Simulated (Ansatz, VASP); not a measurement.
## GaP: VASP beside Ansatz

Contents of INCAR:

```
PREC = Accurate
ENCUT = 520
EDIFF = 1E-6
ISMEAR = -1
SIGMA = 0.05
LREAL = False
LASPH = True
NELM = 100
ALGO = Normal
ISIF = 2
LWAVE = False
LCHARG = False
NBANDS = 16
```

File KPOINTS:

```
Automatic mesh
0
Gamma
  12 12 12
```

Contents of POSCAR:

```
GaP
1.0
    0.0000000000      2.5804676415      2.5804676415
    2.5804676415      0.0000000000      2.5804676415
    2.5804676415      2.5804676415      0.0000000000
Ga P
1 1
Direct
    0.0000000000      0.0000000000      0.0000000000
    0.5000000000      0.5000000000      0.5000000000
```

Input for Ansatz:

```yaml
crystal:
  lattice:
    - [0.0, 2.5804676415, 2.5804676415]
    - [2.5804676415, 0.0, 2.5804676415]
    - [2.5804676415, 2.5804676415, 0.0]
  atoms:
    - { symbol: Ga, position: [0.0, 0.0, 0.0] }
    - { symbol: P, position: [0.5, 0.5, 0.5] }
kpoints:
  mp_grid: { grid: [12, 12, 12] }
  band_path:
    path:
      - [0.0, 0.0, 0.0]
      - [0.5, 0.0, 0.5]
      - [0.625, 0.25, 0.625]
      - [0.375, 0.375, 0.75]
      - [0.0, 0.0, 0.0]
      - [0.5, 0.5, 0.5]
      - [0.5, 0.25, 0.75]
      - [0.5, 0.0, 0.5]
    npoints: 5
scf:
  occupations: { method: fermi_dirac, width: 0.05 }
hamiltonian:
  xc: lda
  pseudopotentials: { kind: all_electron, lapw: { basis_error: 0.001 } }
output:
  forces: true
  stress: true
  eigenvalues: true
```

Alike in both runs: task single point; functional LDA; k mesh 12 × 12 × 12; occupations fermi-dirac, width 0.05 eV; no spin polarisation.

|  | VASP | Ansatz |
| --- | --- | --- |
| version | VASP 6.6.1 | Ansatz 0.2.0 |
| potentials or method | VASP PAW LDA potentials, release 64 (Ga_d, P) | all-electron LAPW, scalar-relativistic |
| plane-wave cutoff (eV) | 520 | see its input |

|  | VASP | Ansatz | Ansatz less VASP |
| --- | --- | --- | --- |
| pressure (GPa) | -5.7 | -5.7 | -0.04 |

Ansatz ran all-electron here, so the differences hold the error of VASP's frozen core and of both bases.
